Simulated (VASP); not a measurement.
# SiC: band structure with TB-mBJ

SiC:

```xyz
12
Lattice="3.0798 0.0000 0.0000 -1.5399 2.6672 0.0000 0.0000 0.0000 15.1117" Properties=species:S:1:pos:R:3 pbc="T T T"
Si    0.0000    0.0000    1.8895
Si    0.0000    0.0000    9.4453
Si    0.0000    1.7781    4.4099
Si    1.5399    0.8891   11.9657
Si    0.0000    1.7781   14.4817
Si    1.5399    0.8891    6.9259
C     0.0000    0.0000   15.1070
C     0.0000    0.0000    7.5511
C     0.0000    1.7781    2.5210
C     1.5399    0.8891   10.0769
C     0.0000    1.7781   12.5928
C     1.5399    0.8891    5.0370
```

```json
{
 "Program": "VASP 6.6.1",
 "Task": "band structure",
 "Functional": "TB-mBJ",
 "Potentials or basis": "VASP PAW PBE potentials, release 64 (Si, C)",
 "Cutoff": "520 eV",
 "k mesh": "12 × 12 × 2",
 "Occupations": "gaussian, width 0.03 eV",
 "Spin": "no spin polarisation",
 "Further INCAR settings": "ALGO = Normal; EDIFF = 1e-06; NBANDS = 36"
}
```

* Band gap on the k mesh: 2.96 eV, indirect (least direct gap 4.11 eV)
* Band gap along the path: 2.96 eV, indirect (least direct gap 4.11 eV)

Levels at the corners of the path, in eV from the valence-band top:
```csv
point,band 21,band 22,band 23,band 24,band 25,band 26,band 27,band 28
Γ,-0.31,-0.04,0.00,0.00,5.95,6.12,6.51,7.01
M,-1.83,-1.80,-1.63,-1.15,2.96,3.15,4.14,4.82
M,-1.83,-1.80,-1.63,-1.15,2.96,3.15,4.14,4.82
K,-3.05,-2.22,-2.08,-2.08,4.45,4.45,4.71,6.00
K,-3.05,-2.22,-2.08,-2.08,4.45,4.45,4.71,6.00
Γ,-0.31,-0.04,0.00,0.00,5.95,6.12,6.51,7.01
Γ,-0.31,-0.04,0.00,0.00,5.95,6.12,6.51,7.01
A,-0.10,-0.10,-0.10,-0.10,6.02,6.02,6.74,6.74
A,-0.10,-0.10,-0.10,-0.10,6.02,6.02,6.74,6.74
L,-1.72,-1.72,-1.34,-1.34,3.02,3.02,4.35,4.35
L,-1.72,-1.72,-1.34,-1.34,3.02,3.02,4.35,4.35
H,-2.59,-2.59,-2.24,-2.24,4.62,4.62,5.26,5.26
H,-2.59,-2.59,-2.24,-2.24,4.62,4.62,5.26,5.26
A,-0.10,-0.10,-0.10,-0.10,6.02,6.02,6.74,6.74
L,-1.72,-1.72,-1.34,-1.34,3.02,3.02,4.35,4.35
M,-1.83,-1.80,-1.63,-1.15,2.96,3.15,4.14,4.82
K,-3.05,-2.22,-2.08,-2.08,4.45,4.45,4.71,6.00
H,-2.59,-2.59,-2.24,-2.24,4.62,4.62,5.26,5.26
```

Run time: 2.2 min on 4 MPI ranks on Intel(R) Xeon(R) 6975P-C (Granite Rapids), on a shared host, peak memory 0.41 GiB a rank.
